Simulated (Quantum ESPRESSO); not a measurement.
# Mn (P6_3/mmc) in Quantum ESPRESSO: equation of state

Aim: energy against volume of Mn in PBE, for its equilibrium volume and stiffness.

Program: Quantum ESPRESSO 7.5. These are calculated values, not measurements. Logs are shortened: lines on timing, memory, paths and dates and some standing lists are left out, and cuts for length are marked.

### 1 The structure

The structure is hexagonal, space group P6_3/mmc (No. 194). Conventional cell: a = 2.484 Å, b = 2.484 Å, c = 4.026 Å, α = 90.00°, β = 90.00°, γ = 120.00°. Mn (site symmetry -6m2) is surrounded by 12 Mn at 2.47 to 2.48 Å.

This isn't the form of Mn at room conditions, which is a 58-atom cubic cell.

### 2 Single point, PBE, collinear spin, ferromagnetic start, 10.11 Å³/atom

pw.in

```
&CONTROL
  calculation = 'scf'
  prefix = 'pwscf'
  outdir = './tmp'
  pseudo_dir = './pseudo'
  tprnfor = .true.
  tstress = .true.
  disk_io = 'nowf'
/
&SYSTEM
  ibrav = 0
  nat = 2
  ntyp = 1
  ecutwfc = 65
  ecutrho = 780
  nbnd = 25
  occupations = 'smearing'
  smearing = 'fd'
  degauss = 0.00367493
  nspin = 2
  starting_magnetization(1) = 0.2667
/
&ELECTRONS
  conv_thr = 4d-10
  electron_maxstep = 120
  mixing_beta = 0.3
/
ATOMIC_SPECIES
Mn    54.9380 mn_pbe_v1.5.uspp.F.UPF
CELL_PARAMETERS angstrom
   2.4329448958    0.0000000000    0.0000000000
  -1.2164724479    2.1069920858    0.0000000000
   0.0000000000    0.0000000000    3.9440046930
ATOMIC_POSITIONS crystal
Mn     0.3333333333    0.6666666667    0.2500000000
Mn     0.6666666667    0.3333333333    0.7500000000
K_POINTS automatic
12 12 7 0 0 0
```

Potentials or basis: SSSP 1.3 efficiency PBE.

Command:

```console
OMP_NUM_THREADS=1 mpirun -n 2 pw.x -nk 2 -in pw.in > pw.out
```

pw.out:

```text
This program is part of the open-source Quantum ESPRESSO suite
     for quantum simulation of materials; please cite
         "P. Giannozzi et al., J. Phys.:Condens. Matter 21 395502 (2009);
         "P. Giannozzi et al., J. Phys.:Condens. Matter 29 465901 (2017);
         "P. Giannozzi et al., J. Chem. Phys. 152 154105 (2020);
     in publications or presentations arising from this work. More details at

     Message from routine setup:
     using ibrav=0 with symmetry is DISCOURAGED, use correct ibrav instead

     K-points division:     npool     =       2
     Subspace diagonalization in iterative solution of the eigenvalue problem:
     a serial algorithm will be used

     G-vector sticks info
     --------------------
     sticks:   dense  smooth     PW     G-vecs:    dense   smooth      PW
     Sum        1147     379    121                50173     9681    1737

     Using Slab Decomposition

     bravais-lattice index     =            0
     lattice parameter (alat)  =       4.5976  a.u.
     unit-cell volume          =     136.4361 (a.u.)^3
     number of atoms/cell      =            2
     number of atomic types    =            1
     number of electrons       =        30.00
     number of Kohn-Sham states=           25
     kinetic-energy cutoff     =      65.0000  Ry
     charge density cutoff     =     780.0000  Ry
     scf convergence threshold =      4.0E-10
     mixing beta               =       0.3000
     number of iterations used =            8  plain     mixing
     Exchange-correlation=  SLA  PW   PBX  PBC
                           (   1   4   3   4   0   0   0)

     celldm(1)=   4.597600  celldm(2)=   0.000000  celldm(3)=   0.000000
     celldm(4)=   0.000000  celldm(5)=   0.000000  celldm(6)=   0.000000

     crystal axes: (cart. coord. in units of alat)
               a(1) = (   1.000000   0.000000   0.000000 )
               a(2) = (  -0.500000   0.866025   0.000000 )
               a(3) = (   0.000000   0.000000   1.621083 )

     reciprocal axes: (cart. coord. in units 2 pi/alat)
               b(1) = (  1.000000  0.577350 -0.000000 )
               b(2) = (  0.000000  1.154701  0.000000 )
               b(3) = (  0.000000 -0.000000  0.616872 )

     PseudoPot. # 1 for Mn read from file:
     mn_pbe_v1.5.uspp.F.UPF
     Pseudo is Ultrasoft + core correction, Zval = 15.0
     Generated by new atomic code, or converted to UPF format
     Using radial grid of  859 points,  6 beta functions with:
                l(1) =   0
                l(2) =   0
                l(3) =   1
                l(4) =   1
                l(5) =   2
                l(6) =   2
     Q(r) pseudized with  8 coefficients,  rinner =    0.950   0.950   0.950
                                                       0.950   0.950

     atomic species   valence    mass     pseudopotential
     Mn               15.00    54.93800     Mn( 1.00)

     Starting magnetic structure
     atomic species   magnetization
     Mn              0.267

     24 Sym. Ops., with inversion, found (12 have fractional translation)

   Cartesian axes

     site n.     atom                  positions (alat units)
         1        Mn     tau(   1) = (  -0.0000000   0.5773503   0.4052707  )
         2        Mn     tau(   2) = (   0.5000000   0.2886751   1.2158120  )

     number of k points=    76  Fermi-Dirac smearing, width (Ry)=  0.0037
                       cart. coord. in units 2pi/alat
        k(    1) = (   0.0000000   0.0000000   0.0000000), wk =   0.0009921
        k(    2) = (   0.0000000   0.0000000   0.0881245), wk =   0.0019841
        k(    3) = (   0.0000000   0.0000000   0.1762491), wk =   0.0019841
        k(    4) = (   0.0000000   0.0000000   0.2643736), wk =   0.0019841
        k(    5) = (   0.0000000   0.0962250   0.0000000), wk =   0.0059524
        k(    6) = (   0.0000000   0.0962250   0.0881245), wk =   0.0119048
[... 68 lines left out ...]
        k(   75) = (   0.3333333   0.5773503   0.1762491), wk =   0.0039683
        k(   76) = (   0.3333333   0.5773503   0.2643736), wk =   0.0039683

     Dense  grid:    50173 G-vectors     FFT dimensions: (  45,  45,  72)

     Smooth grid:     9681 G-vectors     FFT dimensions: (  24,  24,  40)

     Check: negative core charge=   -0.000025
     Generating pointlists ...
     new r_m :   0.4105 (alat units)  1.8873 (a.u.) for type    1

     Initial potential from superposition of free atoms

     starting charge      28.9998, renormalised to      30.0000
     Starting wfcs are   26 randomized atomic wfcs

     Self-consistent Calculation

     iteration #  1     ecut=    65.00 Ry     beta= 0.30
     Davidson diagonalization with overlap
     ethr =  1.00E-02,  avg # of iterations =  5.0

     total energy              =    -421.91878468 Ry
     estimated scf accuracy    <       2.55385273 Ry

     total magnetization       =     2.98 Bohr mag/cell
     absolute magnetization    =     3.01 Bohr mag/cell

[... 51 lines left out ...]
     Davidson diagonalization with overlap
     ethr =  2.49E-05,  avg # of iterations =  2.0

     total energy              =    -422.40154487 Ry
     estimated scf accuracy    <       0.00333093 Ry

     total magnetization       =     0.64 Bohr mag/cell
     absolute magnetization    =     0.66 Bohr mag/cell

     iteration #  8     ecut=    65.00 Ry     beta= 0.30
     Davidson diagonalization with overlap
     ethr =  1.11E-05,  avg # of iterations =  1.5

     total energy              =    -422.40191260 Ry
     estimated scf accuracy    <       0.00035298 Ry

     total magnetization       =     0.19 Bohr mag/cell
     absolute magnetization    =     0.20 Bohr mag/cell

     iteration #  9     ecut=    65.00 Ry     beta= 0.30
     Davidson diagonalization with overlap
     ethr =  1.18E-06,  avg # of iterations =  2.5

     total energy              =    -422.40367708 Ry
     estimated scf accuracy    <       0.00133560 Ry

     total magnetization       =     0.47 Bohr mag/cell
     absolute magnetization    =     0.48 Bohr mag/cell

     iteration # 10     ecut=    65.00 Ry     beta= 0.30
     Davidson diagonalization with overlap
     ethr =  1.18E-06,  avg # of iterations =  2.0

     total energy              =    -422.40426581 Ry
     estimated scf accuracy    <       0.00037435 Ry

     total magnetization       =     0.20 Bohr mag/cell
     absolute magnetization    =     0.21 Bohr mag/cell

     iteration # 11     ecut=    65.00 Ry     beta= 0.30
     Davidson diagonalization with overlap
     ethr =  1.18E-06,  avg # of iterations =  2.0

     total energy              =    -422.40540571 Ry
     estimated scf accuracy    <       0.00003792 Ry

     total magnetization       =    -0.05 Bohr mag/cell
     absolute magnetization    =     0.05 Bohr mag/cell

     iteration # 12     ecut=    65.00 Ry     beta= 0.30
     Davidson diagonalization with overlap
     ethr =  1.26E-07,  avg # of iterations =  1.2

     total energy              =    -422.40543109 Ry
     estimated scf accuracy    <       0.00000215 Ry

     total magnetization       =    -0.01 Bohr mag/cell
     absolute magnetization    =     0.01 Bohr mag/cell

     iteration # 13     ecut=    65.00 Ry     beta= 0.30
     Davidson diagonalization with overlap
     ethr =  7.16E-09,  avg # of iterations =  1.8

     total energy              =    -422.40543234 Ry
     estimated scf accuracy    <       0.00000055 Ry

     total magnetization       =    -0.01 Bohr mag/cell
     absolute magnetization    =     0.01 Bohr mag/cell

     iteration # 14     ecut=    65.00 Ry     beta= 0.30
     Davidson diagonalization with overlap
     ethr =  1.82E-09,  avg # of iterations =  1.4

     total energy              =    -422.40543265 Ry
     estimated scf accuracy    <       0.00000031 Ry

     total magnetization       =    -0.00 Bohr mag/cell
     absolute magnetization    =     0.01 Bohr mag/cell

     iteration # 15     ecut=    65.00 Ry     beta= 0.30
     Davidson diagonalization with overlap
     ethr =  1.02E-09,  avg # of iterations =  1.8

     total energy              =    -422.40543280 Ry
     estimated scf accuracy    <       0.00000007 Ry

     total magnetization       =    -0.00 Bohr mag/cell
     absolute magnetization    =     0.00 Bohr mag/cell

     iteration # 16     ecut=    65.00 Ry     beta= 0.30
     Davidson diagonalization with overlap
     ethr =  2.49E-10,  avg # of iterations =  2.0

     total energy              =    -422.40543291 Ry
     estimated scf accuracy    <          6.8E-09 Ry

     total magnetization       =     0.00 Bohr mag/cell
     absolute magnetization    =     0.00 Bohr mag/cell

     iteration # 17     ecut=    65.00 Ry     beta= 0.30
     Davidson diagonalization with overlap
     ethr =  2.26E-11,  avg # of iterations =  1.2

     total energy              =    -422.40543292 Ry
     estimated scf accuracy    <          9.6E-10 Ry

     total magnetization       =     0.00 Bohr mag/cell
     absolute magnetization    =     0.00 Bohr mag/cell

     iteration # 18     ecut=    65.00 Ry     beta= 0.30
     Davidson diagonalization with overlap
     ethr =  3.22E-12,  avg # of iterations =  1.5

     Magnetic moment per site  (integrated on atomic sphere of radius R)
     atom   1 (R=0.410)  charge= 13.3806  magn=  0.0001
     atom   2 (R=0.410)  charge= 13.3806  magn=  0.0001

     End of self-consistent calculation

     Number of k-points >= 100: set verbosity='high' to print the bands.

     the Fermi energy is    21.5122 ev

!    total energy              =    -422.40543292 Ry
     estimated scf accuracy    <          1.2E-10 Ry
     smearing contrib. (-TS)   =      -0.00148439 Ry
     internal energy E=F+TS    =    -422.40394853 Ry

     The total energy is F=E-TS. E is the sum of the following terms:
     one-electron contribution =    -143.80895802 Ry
     hartree contribution      =      92.61570196 Ry
     xc contribution           =     -53.13498763 Ry
     ewald contribution        =    -318.07570484 Ry

     total magnetization       =     0.00 Bohr mag/cell
     absolute magnetization    =     0.00 Bohr mag/cell

     convergence has been achieved in  18 iterations

     Forces acting on atoms (cartesian axes, Ry/au):

     atom    1 type  1   force =    -0.00000000   -0.00000000    0.00000000
     atom    2 type  1   force =     0.00000000    0.00000000    0.00000000

     Total force =     0.000000     Total SCF correction =     0.000000

     Computing stress (Cartesian axis) and pressure

          total   stress  (Ry/bohr**3)                   (kbar)     P=      182.50
   0.00124937  -0.00000000   0.00000000          183.79       -0.00        0.00
  -0.00000000   0.00124937   0.00000000           -0.00      183.79        0.00
   0.00000000  -0.00000000   0.00122313            0.00       -0.00      179.93

=------------------------------------------------------------------------------=
   JOB DONE.
=------------------------------------------------------------------------------=
```

Wall time 1.7 min (2 MPI ranks of Arm Neoverse N1, shared host); peak memory 0.36 GiB.

Results:

| Property | Result |
| --- | --- |
| Free energy | -5747.1187 eV |
| Pressure | 18.3 GPa |
| Band gap on the k mesh | none (metal or under the smearing width) |
| Net moment | 0.00 μB per cell |
| Absolute moment | 0.00 μB per cell |
| Valence electrons inside the program's atomic spheres | Mn 13.38 |

Caveat: the starting moments collapsed, and a magnetic state may lie lower.

### 3 Single point, PBE, collinear spin, ferromagnetic start, 10.32 Å³/atom

Changes to pw.in since step 2:

```diff
@@ -30,5 +30,5 @@
 CELL_PARAMETERS angstrom
-   2.4329448958    0.0000000000    0.0000000000
-  -1.2164724479    2.1069920858    0.0000000000
-   0.0000000000    0.0000000000    3.9440046930
+   2.4500788750    0.0000000000    0.0000000000
+  -1.2250394376    2.1218305471    0.0000000000
+   0.0000000000    0.0000000000    3.9717802890
 ATOMIC_POSITIONS crystal
```

Potentials or basis: SSSP 1.3 efficiency PBE.

Command:

```console
OMP_NUM_THREADS=1 mpirun -n 2 pw.x -nk 2 -in pw.in > pw.out
```

It took 1.7 min on 2 MPI ranks of Arm Neoverse N1, shared host; peak memory 0.38 GiB.

The run converged. Its results:

```
Free energy                                           : -5747.1584 eV
Pressure                                              : 11.0 GPa
Band gap on the k mesh                                : none (metal or under the smearing width)
Net moment                                            : 0.00 μB per cell
Absolute moment                                       : 0.00 μB per cell
Valence electrons inside the program's atomic spheres : Mn 13.40
```

Caveat: the starting moments collapsed, and a magnetic state may lie lower.

### 4 Single point, PBE, collinear spin, ferromagnetic start, 10.54 Å³/atom

Changes to pw.in since step 3:

```diff
@@ -30,5 +30,5 @@
 CELL_PARAMETERS angstrom
-   2.4500788750    0.0000000000    0.0000000000
-  -1.2250394376    2.1218305471    0.0000000000
-   0.0000000000    0.0000000000    3.9717802890
+   2.4669765047    0.0000000000    0.0000000000
+  -1.2334882524    2.1364643236    0.0000000000
+   0.0000000000    0.0000000000    3.9991727429
 ATOMIC_POSITIONS crystal
```

Command:

```console
OMP_NUM_THREADS=1 mpirun -n 2 pw.x -nk 2 -in pw.in > pw.out
```

Run time: 1.8 min. Hardware: 2 MPI ranks of Arm Neoverse N1, shared host; peak memory 0.38 GiB.

It converged, with:

| Quantity | Value |
| --- | --- |
| Free energy | -5747.1796 eV |
| Pressure | 4.5 GPa |
| Band gap on the k mesh | none (metal or under the smearing width) |
| Net moment | 0.00 μB per cell |
| Absolute moment | 0.00 μB per cell |
| Valence electrons inside the program's atomic spheres | Mn 13.41 |

Caveat: the starting moments collapsed, and a magnetic state may lie lower.

### 5 Single point, PBE, collinear spin, ferromagnetic start, 10.75 Å³/atom

Changes to pw.in since step 4:

```diff
@@ -30,5 +30,5 @@
 CELL_PARAMETERS angstrom
-   2.4669765047    0.0000000000    0.0000000000
-  -1.2334882524    2.1364643236    0.0000000000
-   0.0000000000    0.0000000000    3.9991727429
+   2.4836457705    0.0000000000    0.0000000000
+  -1.2418228853    2.1509003313    0.0000000000
+   0.0000000000    0.0000000000    4.0261950000
 ATOMIC_POSITIONS crystal
```

Command:

```console
OMP_NUM_THREADS=1 mpirun -n 2 pw.x -nk 2 -in pw.in > pw.out
```

It took 1.8 min on 2 MPI ranks of Arm Neoverse N1, shared host; peak memory 0.38 GiB.

The run converged. Its results:

```yaml
Free_energy: -5747.1843 eV
Pressure: -1.3 GPa
Band_gap_on_the_k_mesh: none (metal or under the smearing width)
Net_moment: 0.00 μB per cell
Absolute_moment: 0.00 μB per cell
Valence_electrons_inside_the_program's_atomic_spheres: Mn 13.42
```

Caveat: the starting moments collapsed, and a magnetic state may lie lower.

### 6 Single point, PBE, collinear spin, ferromagnetic start, 10.97 Å³/atom

Changes to pw.in since step 5:

```diff
@@ -30,5 +30,5 @@
 CELL_PARAMETERS angstrom
-   2.4836457705    0.0000000000    0.0000000000
-  -1.2418228853    2.1509003313    0.0000000000
-   0.0000000000    0.0000000000    4.0261950000
+   2.5000942351    0.0000000000    0.0000000000
+  -1.2500471176    2.1651451195    0.0000000000
+   0.0000000000    0.0000000000    4.0528593201
 ATOMIC_POSITIONS crystal
```

Potentials or basis: SSSP 1.3 efficiency PBE.

Command:

```console
OMP_NUM_THREADS=1 mpirun -n 2 pw.x -nk 2 -in pw.in > pw.out
```

It took 1.9 min on 2 MPI ranks of Arm Neoverse N1, shared host; peak memory 0.38 GiB.

The run converged. Its results:

* Free energy: -5747.1742 eV
* Pressure: -6.5 GPa
* Band gap on the k mesh: none (metal or under the smearing width)
* Net moment: 0.00 μB per cell
* Absolute moment: 0.00 μB per cell
* Valence electrons inside the program's atomic spheres: Mn 13.44

Caveat: the starting moments collapsed, and a magnetic state may lie lower.

### 7 Single point, PBE, collinear spin, ferromagnetic start, 11.18 Å³/atom

Changes to pw.in since step 6:

```diff
@@ -30,5 +30,5 @@
 CELL_PARAMETERS angstrom
-   2.5000942351    0.0000000000    0.0000000000
-  -1.2500471176    2.1651451195    0.0000000000
-   0.0000000000    0.0000000000    4.0528593201
+   2.5163290681    0.0000000000    0.0000000000
+  -1.2581645341    2.1792048973    0.0000000000
+   0.0000000000    0.0000000000    4.0791773259
 ATOMIC_POSITIONS crystal
```

Command:

```console
OMP_NUM_THREADS=1 mpirun -n 2 pw.x -nk 2 -in pw.in > pw.out
```

Run time: 1.9 min. Hardware: 2 MPI ranks of Arm Neoverse N1, shared host; peak memory 0.38 GiB.

The run converged. Its results:

```
Free energy                                           : -5747.1508 eV
Pressure                                              : -11.2 GPa
Band gap on the k mesh                                : none (metal or under the smearing width)
Net moment                                            : 0.00 μB per cell
Absolute moment                                       : 0.00 μB per cell
Valence electrons inside the program's atomic spheres : Mn 13.45
```

Caveat: the starting moments collapsed, and a magnetic state may lie lower.

### 8 Single point, PBE, collinear spin, ferromagnetic start, 11.40 Å³/atom

Changes to pw.in since step 7:

```diff
@@ -30,5 +30,5 @@
 CELL_PARAMETERS angstrom
-   2.5163290681    0.0000000000    0.0000000000
-  -1.2581645341    2.1792048973    0.0000000000
-   0.0000000000    0.0000000000    4.0791773259
+   2.5323570740    0.0000000000    0.0000000000
+  -1.2661785370    2.1930855575    0.0000000000
+   0.0000000000    0.0000000000    4.1051600476
 ATOMIC_POSITIONS crystal
```

Command:

```console
OMP_NUM_THREADS=1 mpirun -n 2 pw.x -nk 2 -in pw.in > pw.out
```

It took 1.9 min on 2 MPI ranks of Arm Neoverse N1, shared host; peak memory 0.4 GiB.

Results (log left out):

```
Free energy                                           : -5747.1154 eV
Pressure                                              : -15.4 GPa
Band gap on the k mesh                                : none (metal or under the smearing width)
Net moment                                            : 0.00 μB per cell
Absolute moment                                       : 0.00 μB per cell
Valence electrons inside the program's atomic spheres : Mn 13.46
```

Caveat: the starting moments collapsed, and a magnetic state may lie lower.

### 9 Equation of state, PBE, collinear spin, ferromagnetic start

Potentials or basis: SSSP 1.3 efficiency PBE.

This step only gathers the single runs of the series.

Results:

```
Equilibrium volume                        : 10.71 Å³/atom
Bulk modulus at fixed shape and positions : 281 GPa
Pressure derivative of the bulk modulus   : 4.4
```

Energy against volume, from the lowest point:
```csv
volume (Å³/atom),energy (meV/atom)
10.109,32.81
10.324,12.98
10.539,2.37
10.754,0.00
10.969,5.06
11.184,16.78
11.399,34.47
```

Caveat: the cell was scaled at fixed shape and fractional positions, which overstates the stiffness of a crystal with free parameters, most of all of layers and chains.
